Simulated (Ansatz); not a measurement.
Input deck for Ansatz 0.2.0, then the block of the output on the nuclei.

The cell is a structure deposited in the COD, relaxed with PBE at fixed cell and then changed (z stretched by 3 %, ions relaxed).

```yaml
crystal:
  lattice:
    - [0.0, 2.703, 2.78409]
    - [2.703, 0.0, 2.78409]
    - [2.703, 2.703, 0.0]
  atoms:
    - { symbol: Si, position: [0.25, 0.25, 0.25] }
    - { symbol: Si, position: [0.75, 0.75, 0.75] }
    - { symbol: Ni, position: [0.0, 0.0, 0.0], spin: 1.5 }
magnetization:
  spin_polarized: true
kpoints:
  mp_grid: { grid: [15, 15, 15] }
scf:
  occupations: { method: fermi_dirac, width: 0.05 }
hamiltonian:
  xc: pbe
  pseudopotentials: { kind: paw }
output:
  forces: true
  stress: true
  populations: true
  efg: { quadrupole_moments_barn: { Ni: 0.162 }, contact_densities: true }
relax:
  f_tol: 0.02
  max_steps: 60
```

```sh
ansatz run input.yaml --threads 1 --pin off --max-ram 3072MiB --backend cpu --events-out ev --progress --plain --runs-dir out
```

The run relaxes the ions first, and the block belongs to the relaxed positions.

Of the output, the block on the nuclei alone is shown; the set-up, the SCF iterations, energies, forces and stress are cut.

```
--- PAW observables at the nuclei: V_zz in 10²¹ V/m², potentials from the cell's mean, atoms counted from 1 ---
  atom   1  Si V_zz =    +0.120752   η = 0.0000   by run symmetry: allowed
            electrostatic potential = -1363.325013 V   contact ρ = 12811.570828 e/Å³   contact ρ_s (e/Å³): all electrons -0.000012, valence -0.000012
  atom   2  Si V_zz =    +0.120752   η = 0.0000   by run symmetry: allowed
            electrostatic potential = -1363.325013 V   contact ρ = 12811.570828 e/Å³   contact ρ_s (e/Å³): all electrons -0.000012, valence -0.000012
  atom   3  Ni V_zz =    -0.043408   η = 0.0000   by run symmetry: allowed   C_q = -0.1700 MHz
            electrostatic potential = -3570.533020 V   contact ρ = 130411.630952 e/Å³   contact ρ_s (e/Å³): all electrons +0.000009, valence +0.000004
```

The relaxation (1 step) took 47 s of wall time (48 s of CPU time) and 0.68 GiB at its peak, on 1 thread of Arm Neoverse V1 (aarch64; 8 cores open to the job, memory cap 3.0 GiB, no GPU), a shared host with a load of 0.6 a core.

The run finds no gap above 0.1 eV (a metal, or nearly one), so the gradients can move by 10 % or more with the k-mesh. The start moments die out, and the run ends without spin.
